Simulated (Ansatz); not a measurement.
The calculation used DFT PBE, scalar-relativistic, plane waves, PAW in Ansatz 0.2.0. All cells share a 420 eV cutoff and Γ-centred k meshes spaced at most about 0.3 Å⁻¹ (about 0.25 or finer for metals, 2π included). No spin polarisation in the final relaxations.

These are static total energies at zero pressure.

Two forms of Li were relaxed alike.

A.

```
CELL_PARAMETERS angstrom
3.00558 0.00000 0.00000
-1.50279 2.60291 0.00000
0.00000 0.00000 7.79298
ATOMIC_POSITIONS crystal
Li 0.66667 0.33333 0.67698
Li 0.66667 0.33333 0.32302
Li 0.00000 0.00000 0.00000
```

B.

```
CELL_PARAMETERS angstrom
2.92272 1.68744 4.82302
-2.92272 1.68744 4.82302
0.00000 -3.37487 4.82302
ATOMIC_POSITIONS crystal
Li 0.32604 0.92013 0.48070
Li 0.92013 0.48070 0.32604
Li 0.48070 0.32604 0.92013
Li 0.67396 0.07987 0.51930
Li 0.07987 0.51930 0.67396
Li 0.51930 0.67396 0.07987
Li 0.00000 0.00000 0.00000
```

Task: Which would you expect to be lower, and how large is the difference?

Result: A is lower, by 36 meV/atom. A has space group P-6m2 (No. 187), 20.3 Å³/atom and no gap on its mesh; B has space group R-3 (No. 148), 20.4 Å³/atom and no gap. Counting all near atoms (those within 1.25 times the shortest distance at each site; a slash parts the counts of unlike sites), A has Li 10/12 and B has Li 6/9. In A, around Li on a site of symmetry 3m lie 1 Li at 2.76 Å and 9 Li at 3.01–3.06 Å; Li on a site of symmetry -6m2 has 12 Li at 3.01–3.06 Å. In B, around Li on a site of symmetry 1 lie 6 Li at 2.79–2.93 Å and 2 Li at 3.12 Å; Li on a site of symmetry -3 has 6 Li at 2.80 Å. Both come from invented guesses. The part of the Crystallography Open Database at hand lists Li in space groups No. 166, 191, 194, 225, 229; no cell shown has one of them.

Cells relaxed within their symmetry can be saddle points.
